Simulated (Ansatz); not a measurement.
BP

Computed with Ansatz (plane waves, PAW, 420 eV cutoff): PBEsol, scalar-relativistic, no spin polarisation, 12×12×12 k-mesh, Gaussian smearing of 0.05 eV; PAW files: Ansatz's generated set soft_2.

```
B P
1.0
     0.00000    2.26005    2.26005
     2.26005    0.00000    2.26005
     2.26005    2.26005    0.00000
B P
1 1
Direct
  0.00000 0.00000 0.00000
  0.75000 0.75000 0.75000
```

The chain of runs began from a cell as deposited in COD, expanded in volume.

The cell is relaxed to zero pressure at this level.

The cell has space group F-43m (read at 0.01 Å). In it the stress is 0.00, 0.00, 0.00, 0.00, 0.00, 0.00 GPa and the largest force component 0.000 eV/Å. Each change below starts from this cell, without further relaxation. Stress is in GPa, positive in compression, in the order xx, yy, zz, yz, xz, xy; energies are counted from the cell above.

**Question.** What happens when atom 1 (B) is moved by 0.05 Å along y?

**Answer.** The energy changes by 24.2 meV per cell, and the force on it along the shift is -0.966 eV/Å (−F/u = 19.33 eV/Å²). Stress: 0.33, 0.02, 0.33, 0.00, -2.79, 0.00. The gap on the mesh goes from 1.11 eV to 0.70 eV.
```
atom  Fx (eV/Å)      Fy     Fz
  B1      0.000  -0.966  0.000
  P2      0.000   0.966  0.000
```
In a harmonic crystal the energy would rise by −½F·u = ½ × 19.33 × 0.05² eV = 24.2 meV, which matches.

**Question.** What stress follows from an engineering strain of -1 % in xx, atoms carried along?

**Answer.** 3.50, 0.85, 0.85, 0.00, 0.00, 0.00 GPa; the energy changes by 2.5 meV per cell. The gap on the mesh goes from 1.11 eV to 0.95 eV.
The change of the stress over the strain gives a clamped-atom stiffness of about 350 GPa for this component, a secant value that lies under the elastic constant in tension and over it in compression, by several per cent for each per cent of strain.
In a harmonic crystal the energy would rise by V(½Cε² − σ₀ε), with σ₀ the stress of the unstrained cell, = 2.5 meV, which matches.

Semilocal functionals underestimate band gaps, commonly by a third or more.
